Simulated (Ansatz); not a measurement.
# AlN (P6_3mc): the host for defect calculations, part 2 of 3

Aim: the runs on the perfect crystal AlN (P6_3mc) that a defect calculation needs first.

Ansatz 0.2.0; plane-wave PAW DFT, r2SCAN; relaxation of the host's cell and atoms (the session's first sound run).

So far: The structure; Host cell relaxation; Primitive cell on a dense mesh; Self-consistent run.

## 5. Defect free supercell relaxed from its symmetric sites

This cell, the one that will hold the defects, is built from the relaxed host. Its coarser k-points can move the atoms a little, so it is relaxed from the symmetric sites, as the reference for the test of stability.

This step: plane-wave PAW DFT, r2SCAN; relaxation of the defect-free supercell from its symmetric sites (Ansatz 0.2.0).

pristine.symmetric/input.yaml reads:

```yaml
crystal:
  lattice:
    - [9.3200881827, 8.6e-08, 0.0]
    - [-4.6600441658, 8.0714330888, 0.0]
    - [0.0, 0.0, 9.957120705]
  atoms:
    - { symbol: Al, position: [0.2222222222, 0.1111111111, 0.2496022559] }
    - { symbol: Al, position: [0.1111111111, 0.2222222222, 0.4996022559] }
    - { symbol: "N", position: [0.2222222222, 0.1111111111, 0.4403977441] }
    - { symbol: "N", position: [0.1111111111, 0.2222222222, 0.1903977441] }
    - { symbol: Al, position: [0.2222222222, 0.1111111111, 0.7496022559] }
    - { symbol: Al, position: [0.1111111111, 0.2222222222, 0.9996022559] }
    - { symbol: "N", position: [0.2222222222, 0.1111111111, 0.9403977441] }
    - { symbol: "N", position: [0.1111111111, 0.2222222222, 0.6903977441] }
    - { symbol: Al, position: [0.2222222222, 0.4444444444, 0.2496022559] }
    - { symbol: Al, position: [0.1111111111, 0.5555555556, 0.4996022559] }
    - { symbol: "N", position: [0.2222222222, 0.4444444444, 0.4403977441] }
    - { symbol: "N", position: [0.1111111111, 0.5555555556, 0.1903977441] }
    - { symbol: Al, position: [0.2222222222, 0.4444444444, 0.7496022559] }
    - { symbol: Al, position: [0.1111111111, 0.5555555556, 0.9996022559] }
    - { symbol: "N", position: [0.2222222222, 0.4444444444, 0.9403977441] }
    - { symbol: "N", position: [0.1111111111, 0.5555555556, 0.6903977441] }
    - { symbol: Al, position: [0.2222222222, 0.7777777778, 0.2496022559] }
    - { symbol: Al, position: [0.1111111111, 0.8888888889, 0.4996022559] }
    - { symbol: "N", position: [0.2222222222, 0.7777777778, 0.4403977441] }
    - { symbol: "N", position: [0.1111111111, 0.8888888889, 0.1903977441] }
    - { symbol: Al, position: [0.2222222222, 0.7777777778, 0.7496022559] }
    - { symbol: Al, position: [0.1111111111, 0.8888888889, 0.9996022559] }
    - { symbol: "N", position: [0.2222222222, 0.7777777778, 0.9403977441] }
    - { symbol: "N", position: [0.1111111111, 0.8888888889, 0.6903977441] }
    - { symbol: Al, position: [0.5555555556, 0.1111111111, 0.2496022559] }
    - { symbol: Al, position: [0.4444444444, 0.2222222222, 0.4996022559] }
    - { symbol: "N", position: [0.5555555556, 0.1111111111, 0.4403977441] }
    - { symbol: "N", position: [0.4444444444, 0.2222222222, 0.1903977441] }
    - { symbol: Al, position: [0.5555555556, 0.1111111111, 0.7496022559] }
    - { symbol: Al, position: [0.4444444444, 0.2222222222, 0.9996022559] }
    - { symbol: "N", position: [0.5555555556, 0.1111111111, 0.9403977441] }
    - { symbol: "N", position: [0.4444444444, 0.2222222222, 0.6903977441] }
    - { symbol: Al, position: [0.5555555556, 0.4444444444, 0.2496022559] }
    - { symbol: Al, position: [0.4444444444, 0.5555555556, 0.4996022559] }
    - { symbol: "N", position: [0.5555555556, 0.4444444444, 0.4403977441] }
    - { symbol: "N", position: [0.4444444444, 0.5555555556, 0.1903977441] }
    - { symbol: Al, position: [0.5555555556, 0.4444444444, 0.7496022559] }
    - { symbol: Al, position: [0.4444444444, 0.5555555556, 0.9996022559] }
    - { symbol: "N", position: [0.5555555556, 0.4444444444, 0.9403977441] }
    - { symbol: "N", position: [0.4444444444, 0.5555555556, 0.6903977441] }
    - { symbol: Al, position: [0.5555555556, 0.7777777778, 0.2496022559] }
    - { symbol: Al, position: [0.4444444444, 0.8888888889, 0.4996022559] }
    - { symbol: "N", position: [0.5555555556, 0.7777777778, 0.4403977441] }
    - { symbol: "N", position: [0.4444444444, 0.8888888889, 0.1903977441] }
    - { symbol: Al, position: [0.5555555556, 0.7777777778, 0.7496022559] }
    - { symbol: Al, position: [0.4444444444, 0.8888888889, 0.9996022559] }
    - { symbol: "N", position: [0.5555555556, 0.7777777778, 0.9403977441] }
    - { symbol: "N", position: [0.4444444444, 0.8888888889, 0.6903977441] }
    - { symbol: Al, position: [0.8888888889, 0.1111111111, 0.2496022559] }
    - { symbol: Al, position: [0.7777777778, 0.2222222222, 0.4996022559] }
    - { symbol: "N", position: [0.8888888889, 0.1111111111, 0.4403977441] }
    - { symbol: "N", position: [0.7777777778, 0.2222222222, 0.1903977441] }
    - { symbol: Al, position: [0.8888888889, 0.1111111111, 0.7496022559] }
    - { symbol: Al, position: [0.7777777778, 0.2222222222, 0.9996022559] }
    - { symbol: "N", position: [0.8888888889, 0.1111111111, 0.9403977441] }
    - { symbol: "N", position: [0.7777777778, 0.2222222222, 0.6903977441] }
    - { symbol: Al, position: [0.8888888889, 0.4444444444, 0.2496022559] }
    - { symbol: Al, position: [0.7777777778, 0.5555555556, 0.4996022559] }
    - { symbol: "N", position: [0.8888888889, 0.4444444444, 0.4403977441] }
    - { symbol: "N", position: [0.7777777778, 0.5555555556, 0.1903977441] }
    - { symbol: Al, position: [0.8888888889, 0.4444444444, 0.7496022559] }
    - { symbol: Al, position: [0.7777777778, 0.5555555556, 0.9996022559] }
    - { symbol: "N", position: [0.8888888889, 0.4444444444, 0.9403977441] }
    - { symbol: "N", position: [0.7777777778, 0.5555555556, 0.6903977441] }
    - { symbol: Al, position: [0.8888888889, 0.7777777778, 0.2496022559] }
    - { symbol: Al, position: [0.7777777778, 0.8888888889, 0.4996022559] }
    - { symbol: "N", position: [0.8888888889, 0.7777777778, 0.4403977441] }
    - { symbol: "N", position: [0.7777777778, 0.8888888889, 0.1903977441] }
    - { symbol: Al, position: [0.8888888889, 0.7777777778, 0.7496022559] }
    - { symbol: Al, position: [0.7777777778, 0.8888888889, 0.9996022559] }
    - { symbol: "N", position: [0.8888888889, 0.7777777778, 0.9403977441] }
    - { symbol: "N", position: [0.7777777778, 0.8888888889, 0.6903977441] }
basis:
  ecutwfc: 500
  xc_grid: 2
hamiltonian:
  xc: r2scan
kpoints:
  mp_grid: { grid: [1, 1, 1], shift: [0.25, 0.25, 0.25] }
scf:
  occupations: { method: fermi_dirac, width: 0.01 }
  max_iter: 80
output:
  forces: true
relax:
  f_tol: 0.01
  max_steps: 60
  escape_saddle: false
checkpoint:
  write: "../pristine.symmetric.run"
  compress: false
  write_wavefunctions: false
  write_every: 100000
```

Command:

```sh
$ ansatz run input.yaml --threads 4 --pin off --max-ram 7536MiB --backend cpu --events-out ev --progress --plain --runs-dir out
```

Numbers of over 12 decimals in the logs are rounded to 6 here.

Log:

```text
[...]
Crystal: 72 atoms, lattice volume = 749.039 Å³
Basis set: ecut = 500 eV, 18913 PW (Γ), exchange–correlation on 144×144×150 points (8 copies of the dense FFT grid, shifted against one another)
Bands: 216, of which v1, the nominal top of the filled ones, is band 144 counted from 1 (143 counted from 0)
Symmetry: 36 space group operations
k-points: 1
[...]
SCF iter   1: F=—  HF=-33423.937825 eV  |F-HF|=—  |Δ(HF+E_count)|=         —  Δρ=6.16e-3  dr2=2.44e-1  dr2_τ=5.52e0  ethr=1.77e-3  ⟨swp⟩=6.0  Hψ=985  notcnv=0  defer=28
[...]
SCF iter   7: F=-33426.468042 eV  HF=-33426.468042 eV  |F-HF|=2.46e-8  |Δ(HF+E_count)|=   6.45e-7  Δρ=3.08e-6  dr2=8.59e-8  dr2_τ=7.92e-10  ethr=8.68e-10  ⟨swp⟩=4.0  Hψ=509  notcnv=0
SCF 1 converged in 7 iterations: F = -33426.468042 eV  dr2 = 8.59e-8
[...]
relax step   1: F+E_penalty+E_count = -33426.46804207 eV  Δ(F+E_penalty+E_count) = +0.000e0 eV  max|allowed force component| = 3.956e-2 eV/Å  Δτ_max = 0.0000 Å  (7 SCF iters, dr2 threshold 2.50e-6 eV, accepted)
[...]
relax step   2: F+E_penalty+E_count = -33426.46963145 eV  Δ(F+E_penalty+E_count) = -1.589e-3 eV  max|allowed force component| = 2.418e-2 eV/Å  Δτ_max = 0.0016 Å  (5 SCF iters, accepted)
SCF iter   1: F=—  HF=-33426.471564 eV  |F-HF|=—  |Δ(HF+E_count)|=         —  Δρ=2.44e-4  dr2=5.19e-4  dr2_τ=1.69e-3  ethr=1.17e-6  ⟨swp⟩=3.0  Hψ=353  notcnv=0  defer=14
[...]
SCF iter   5: F=-33426.470802 eV  HF=-33426.470802 eV  |F-HF|=1.83e-9  |Δ(HF+E_count)|=   2.89e-8  Δρ=8.50e-7  dr2=5.86e-9  dr2_τ=1.93e-10  ethr=3.47e-11  ⟨swp⟩=3.0  Hψ=458  notcnv=0
SCF 3 converged in 5 iterations: F = -33426.470802 eV  dr2 = 5.86e-9
relax step   3: F+E_penalty+E_count = -33426.47080176 eV  Δ(F+E_penalty+E_count) = -1.170e-3 eV  max|allowed force component| = 1.731e-3 eV/Å  Δτ_max = 0.0014 Å  (5 SCF iters, accepted)
[...]
SCF iter   2: F=-33426.470802 eV  HF=-33426.470802 eV  |F-HF|=7.28e-12  |Δ(HF+E_count)|=  9.02e-10  Δρ=4.64e-7  dr2=1.69e-9  dr2_τ=4.29e-11  ethr=2.04e-12  ⟨swp⟩=2.0  Hψ=364  notcnv=0
SCF 4 converged in 2 iterations: F = -33426.470802 eV  dr2 = 1.69e-9
SCF converged after 2 iterations
Free energy (F): -33426.470802 eV
[...]
Internal energy: -33426.470802 eV  (E = F + TS)
E sigma→0 (E₀):  -33426.470802 eV
Fermi energy:    9.769923 eV
[...]
--- Forces (eV/Å), atoms counted from 1 ---
  atom   1  Al    -0.00044987     0.00026863     0.00171053
  atom   2  Al     0.00045757    -0.00025528     0.00171053
  atom   3  N      0.00019276    -0.00012008    -0.00174997
  atom   4  N     -0.00020037     0.00010689    -0.00174997
  atom   5  Al    -0.00044987     0.00026863     0.00171053
  atom   6  Al     0.00045757    -0.00025528     0.00171053
  atom   7  N      0.00019276    -0.00012008    -0.00174997
  atom   8  N     -0.00020037     0.00010689    -0.00174997
  atom   9  Al    -0.00044987     0.00026863     0.00171053
  atom  10  Al     0.00045757    -0.00025528     0.00171053
  atom  11  N      0.00019276    -0.00012008    -0.00174997
  atom  12  N     -0.00020037     0.00010689    -0.00174997
  atom  13  Al    -0.00044987     0.00026863     0.00171053
  atom  14  Al     0.00045757    -0.00025528     0.00171053
  atom  15  N      0.00019276    -0.00012008    -0.00174997
  atom  16  N     -0.00020037     0.00010689    -0.00174997
  atom  17  Al    -0.00044987     0.00026863     0.00171053
  atom  18  Al     0.00045757    -0.00025528     0.00171053
  atom  19  N      0.00019276    -0.00012008    -0.00174997
  atom  20  N     -0.00020037     0.00010689    -0.00174997
  atom  21  Al    -0.00044987     0.00026863     0.00171053
  atom  22  Al     0.00045757    -0.00025528     0.00171053
  atom  23  N      0.00019276    -0.00012008    -0.00174997
  atom  24  N     -0.00020037     0.00010689    -0.00174997
  atom  25  Al    -0.00044987     0.00026863     0.00171053
  atom  26  Al     0.00045757    -0.00025528     0.00171053
  atom  27  N      0.00019276    -0.00012008    -0.00174997
  atom  28  N     -0.00020037     0.00010689    -0.00174997
  atom  29  Al    -0.00044987     0.00026863     0.00171053
  atom  30  Al     0.00045757    -0.00025528     0.00171053
  atom  31  N      0.00019276    -0.00012008    -0.00174997
  atom  32  N     -0.00020037     0.00010689    -0.00174997
  atom  33  Al    -0.00044987     0.00026863     0.00171053
  atom  34  Al     0.00045757    -0.00025528     0.00171053
  atom  35  N      0.00019276    -0.00012008    -0.00174997
  atom  36  N     -0.00020037     0.00010689    -0.00174997
  atom  37  Al    -0.00044987     0.00026863     0.00171053
  atom  38  Al     0.00045757    -0.00025528     0.00171053
  atom  39  N      0.00019276    -0.00012008    -0.00174997
  atom  40  N     -0.00020037     0.00010689    -0.00174997
[...]
atom  61  Al    -0.00044987     0.00026863     0.00171053
  atom  62  Al     0.00045757    -0.00025528     0.00171053
  atom  63  N      0.00019276    -0.00012008    -0.00174997
  atom  64  N     -0.00020037     0.00010689    -0.00174997
  atom  65  Al    -0.00044987     0.00026863     0.00171053
  atom  66  Al     0.00045757    -0.00025528     0.00171053
  atom  67  N      0.00019276    -0.00012008    -0.00174997
  atom  68  N     -0.00020037     0.00010689    -0.00174997
  atom  69  Al    -0.00044987     0.00026863     0.00171053
  atom  70  Al     0.00045757    -0.00025528     0.00171053
  atom  71  N      0.00019276    -0.00012008    -0.00174997
  atom  72  N     -0.00020037     0.00010689    -0.00174997
  max |Σ_I F_I| component: 1.42e-3 eV/Å
--- Relaxed structure (3 steps of the walk, 3 accepted, 0 SCFs on fresh bases) ---
  F+E_penalty+E_count = -33426.47080176 eV   max|allowed force component| = 1.731e-3 eV/Å
  atoms:
    - { symbol: Al, position: [0.222241, 0.111094, 0.249674] }
    - { symbol: Al, position: [0.111094, 0.222241, 0.499674] }
    - { symbol: N, position: [0.222043, 0.111289, 0.440326] }
    - { symbol: N, position: [0.111289, 0.222043, 0.190326] }
    - { symbol: Al, position: [0.222241, 0.111094, 0.749674] }
    - { symbol: Al, position: [0.111094, 0.222241, 0.999674] }
    - { symbol: N, position: [0.222043, 0.111289, 0.940326] }
    - { symbol: N, position: [0.111289, 0.222043, 0.690326] }
    - { symbol: Al, position: [0.222241, 0.444427, 0.249674] }
    - { symbol: Al, position: [0.111094, 0.555574, 0.499674] }
    - { symbol: N, position: [0.222043, 0.444622, 0.440326] }
    - { symbol: N, position: [0.111289, 0.555377, 0.190326] }
    - { symbol: Al, position: [0.222241, 0.444427, 0.749674] }
    - { symbol: Al, position: [0.111094, 0.555574, 0.999674] }
    - { symbol: N, position: [0.222043, 0.444622, 0.940326] }
    - { symbol: N, position: [0.111289, 0.555377, 0.690326] }
    - { symbol: Al, position: [0.222241, 0.777760, 0.249674] }
    - { symbol: Al, position: [0.111094, 0.888908, 0.499674] }
    - { symbol: N, position: [0.222043, 0.777955, 0.440326] }
    - { symbol: N, position: [0.111289, 0.888710, 0.190326] }
    - { symbol: Al, position: [0.222241, 0.777760, 0.749674] }
    - { symbol: Al, position: [0.111094, 0.888908, 0.999674] }
    - { symbol: N, position: [0.222043, 0.777955, 0.940326] }
    - { symbol: N, position: [0.111289, 0.888710, 0.690326] }
    - { symbol: Al, position: [0.555574, 0.111094, 0.249674] }
    - { symbol: Al, position: [0.444427, 0.222241, 0.499674] }
    - { symbol: N, position: [0.555377, 0.111289, 0.440326] }
    - { symbol: N, position: [0.444622, 0.222043, 0.190326] }
    - { symbol: Al, position: [0.555574, 0.111094, 0.749674] }
    - { symbol: Al, position: [0.444427, 0.222241, 0.999674] }
    - { symbol: N, position: [0.555377, 0.111289, 0.940326] }
    - { symbol: N, position: [0.444622, 0.222043, 0.690326] }
    - { symbol: Al, position: [0.555574, 0.444427, 0.249674] }
    - { symbol: Al, position: [0.444427, 0.555574, 0.499674] }
    - { symbol: N, position: [0.555377, 0.444622, 0.440326] }
    - { symbol: N, position: [0.444622, 0.555377, 0.190326] }
    - { symbol: Al, position: [0.555574, 0.444427, 0.749674] }
    - { symbol: Al, position: [0.444427, 0.555574, 0.999674] }
    - { symbol: N, position: [0.555377, 0.444622, 0.940326] }
    - { symbol: N, position: [0.444622, 0.555377, 0.690326] }
    - { symbol: Al, position: [0.555574, 0.777760, 0.249674] }
    - { symbol: Al, position: [0.444427, 0.888908, 0.499674] }
    - { symbol: N, position: [0.555377, 0.777955, 0.440326] }
    - { symbol: N, position: [0.444622, 0.888710, 0.190326] }
    - { symbol: Al, position: [0.555574, 0.777760, 0.749674] }
    - { symbol: Al, position: [0.444427, 0.888908, 0.999674] }
    - { symbol: N, position: [0.555377, 0.777955, 0.940326] }
    - { symbol: N, position: [0.444622, 0.888710, 0.690326] }
    - { symbol: Al, position: [0.888908, 0.111094, 0.249674] }
    - { symbol: Al, position: [0.777760, 0.222241, 0.499674] }
    - { symbol: N, position: [0.888710, 0.111289, 0.440326] }
    - { symbol: N, position: [0.777955, 0.222043, 0.190326] }
    - { symbol: Al, position: [0.888908, 0.111094, 0.749674] }
    - { symbol: Al, position: [0.777760, 0.222241, 0.999674] }
    - { symbol: N, position: [0.888710, 0.111289, 0.940326] }
    - { symbol: N, position: [0.777955, 0.222043, 0.690326] }
    - { symbol: Al, position: [0.888908, 0.444427, 0.249674] }
    - { symbol: Al, position: [0.777760, 0.555574, 0.499674] }
    - { symbol: N, position: [0.888710, 0.444622, 0.440326] }
    - { symbol: N, position: [0.777955, 0.555377, 0.190326] }
    - { symbol: Al, position: [0.888908, 0.444427, 0.749674] }
    - { symbol: Al, position: [0.777760, 0.555574, 0.999674] }
    - { symbol: N, position: [0.888710, 0.444622, 0.940326] }
    - { symbol: N, position: [0.777955, 0.555377, 0.690326] }
    - { symbol: Al, position: [0.888908, 0.777760, 0.249674] }
    - { symbol: Al, position: [0.777760, 0.888908, 0.499674] }
    - { symbol: N, position: [0.888710, 0.777955, 0.440326] }
    - { symbol: N, position: [0.777955, 0.888710, 0.190326] }
    - { symbol: Al, position: [0.888908, 0.777760, 0.749674] }
    - { symbol: Al, position: [0.777760, 0.888908, 0.999674] }
    - { symbol: N, position: [0.888710, 0.777955, 0.940326] }
    - { symbol: N, position: [0.777955, 0.888710, 0.690326] }
```

Run time: 25 s. Hardware: 4 threads of Arm Neoverse V1, shared host; peak memory 1.5 GiB; 94 s of CPU time.

No atom moved by 0.005 Å in the relaxation.

(Continued in part 3 of 3.)

[Logs are printed without paths, hosts, clocks, repeated set-up lines and the standing remarks that a program may print on its own settings, such as how far it seeks lower states.]

[Hosts, paths, dates, database ids (printed as entryN), source tags and the programs' standing remarks are cut or masked in the printed files.]

[Runs of the host that timed out are not shown.]

[For some hosts the program warned that the k-mesh of the response run may be too coarse for force constants and the static dielectric constant; such warnings are not always shown.]
